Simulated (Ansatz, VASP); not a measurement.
This is a calculation of PbS for Ansatz 0.2.0.

input.yaml

```yaml
crystal:
  lattice:
    - [4.1167825667, 0.0, 0.0]
    - [-2.0583912833, 3.5652382846, 0.0]
    - [0.0, 0.0, 3.8132549298]
  atoms:
    - { symbol: Pb, position: [0.0, 0.0, 0.0] }
    - { symbol: S, position: [0.6666666667, 0.3333333333, 0.5] }
kpoints:
  mp_grid: { grid: [8, 8, 7] }
scf:
  occupations: { method: fermi_dirac, width: 0.05 }
hamiltonian:
  xc: lda
  pseudopotentials: { kind: all_electron, lapw: { basis_error: 0.001 } }
output:
  forces: true
  stress: true
  eigenvalues: true
```

Potentials or basis: all-electron LAPW, scalar-relativistic.

Command:

```bash
$ ansatz run input.yaml --threads 1 --pin off --max-ram 3072MiB --backend cpu --events-out ev --progress --plain --runs-dir out
```

Task: Set up the same calculation for VASP 6.6.1. Potentials there: VASP PAW LDA potentials, release 64 (Pb_d, S).

Result: As run (the cutoff follows the program's own potentials):

Contents of INCAR:

```
PREC = Accurate ; ENCUT = 520
EDIFF = 1E-6 ; ISMEAR = -1
SIGMA = 0.05 ; LREAL = False
LASPH = True ; NELM = 100
ALGO = Normal ; ISIF = 2
LWAVE = False ; LCHARG = False
GGA = CA ; NBANDS = 17
```

The input KPOINTS:

```
Automatic mesh
0
Gamma
  8 8 7
```

File POSCAR:

```
PbS
1.0
    4.1167825667      0.0000000000      0.0000000000
   -2.0583912833      3.5652382846      0.0000000000
    0.0000000000      0.0000000000      3.8132549298
Pb S
1 1
Direct
    0.0000000000      0.0000000000      0.0000000000
    0.6666666667      0.3333333333      0.5000000000
```

Potentials or basis: VASP PAW LDA potentials, release 64 (Pb_d, S).

Run with:

```sh
$ cat potpaw_LDA.64/Pb_d/POTCAR potpaw_LDA.64/S/POTCAR > POTCAR
$ mpirun -np 1 vasp_std > vasp.out
```

Both were run:

|  | VASP | Ansatz | Ansatz less VASP |
| --- | --- | --- | --- |
| gap on the k mesh at the Fermi level (eV) | 0.15 | 0.17 | +0.017 |
| least direct gap on the mesh (eV) | 1.55 | 1.55 | +0.004 |
| pressure (GPa) | -5.1 | -5.1 | 0.00 |
| largest component of the traceless stress (GPa) | 0.62 | 0.65 | +0.026 |

Ansatz ran all-electron here, so the differences hold the error of VASP's frozen core and of both bases.

Caveats: spin-orbit coupling is left out, which as a rule narrows the gap of such compounds by several tenths of an eV; an odd mesh through Γ misses points on the zone boundary, where band edges often lie.
